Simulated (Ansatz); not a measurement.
The system is Os.

```
Os
1.0
     2.73410    0.00000    0.00000
    -1.36705    2.36780    0.00000
     0.00000    0.00000    4.31970
Os
2
Direct
  0.66667 0.33333 0.75000
  0.33333 0.66667 0.25000
```

* Program: Ansatz 0.2.0
* Task: relaxation of cell and atoms
* Functional: PBEsol
* Dispersion: D3(BJ)-ATM
* Potentials or basis: Ansatz PAW
* Cutoff: 420 eV (not typed: the program's choice for these potentials)
* k mesh: 11 × 11 × 6
* Occupations: fermi-dirac, width 0.05 eV
* Spin: no spin polarisation

At the start: volume 13.98 Å³/atom.

**Question.** Where does the relaxation end?

**Answer.** It ends after 4 steps and the volume is 13.70 Å³/atom (-2.0 %); space group P6_3/mmc (No. 194, to 0.05 Å).

The path:
```
step  energy change (eV)  largest force (eV/Å)  volume (Å³)
   1              0.0000                0.0000        27.96
   2             -0.0155                0.0000        27.45
   3             -0.0156                0.0000        27.40
   4             -0.0153                0.0000        27.40
```

Final structure:
```
Os
1.0
     2.71480    0.00000    0.00000
    -1.35740    2.35109    0.00000
     0.00000    0.00000    4.29357
Os
2
Direct
  0.66667 0.33333 0.75000
  0.33333 0.66667 0.25000
```

Caveat: the plane-wave basis is chosen anew once the cell has moved, so the energies of steps on either side of that aren't comparable; pairwise dispersion overbinds metals, which lowers pressure and volume; the PAW data sets come from PBE, with cores solved anew for the run's functional, which leaves a small shift of forces and pressure.
